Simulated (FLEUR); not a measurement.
Er under changes of volume

One of the cells (30.642 Å³/atom); the others are scaled copies at fixed shape and fractional positions:

```
Er
1.0
     3.55880    0.00000    0.00000
    -1.77940    3.08201    0.00000
     0.00000    0.00000    5.58740
Er
2
Direct
  0.66667 0.33333 0.75000
  0.33333 0.66667 0.25000
```

* Program: FLEUR MaX-R8.1 (later development tree)
* Functional: PBE
* Potentials or basis: all-electron
* Basis: FLAPW
* Kmax: 4.1 1/bohr
* k mesh: 9 × 9 × 5
* Occupations: fermi-dirac, width 0.05 eV
* Spin: collinear spin, ferromagnetic start
* Starting moments: [3.0, 3.0] μB

```tsv
volume (Å³/atom)	energy over the lowest point (meV/atom)	moment (μB per cell)
28.804	43.24	4.52
29.416	30.58	4.50
30.029	20.42	4.48
30.642	?	?
31.255	6.48	4.43
31.868	2.37	4.41
32.481	0.00	4.39
```

Q: What does the run at 30.642 Å³/atom give?

A: Energy over the lowest point 12.40 meV/atom; moment 4.46 μB per cell.

Worked out: A Birch-Murnaghan fit of order 3 (a polynomial in V^(-2/3)) to the other rows has its minimum at 33.14 Å³/atom, just outside them, with B0 = V·E''(V) = 19.9 GPa and B' = 3.8 at fixed shape and positions, which overstates the stiffness. It gives 12.42 meV/atom at 30.642 Å³/atom, against the run's 12.40. A straight line through the other rows of the moment, of slope -0.0361 μB per Å³/atom, gives 4.46 μB, against the run's 4.46.

Energies are extrapolated to zero smearing.

Caveats: the magnetic or orbital state may not be the lowest.
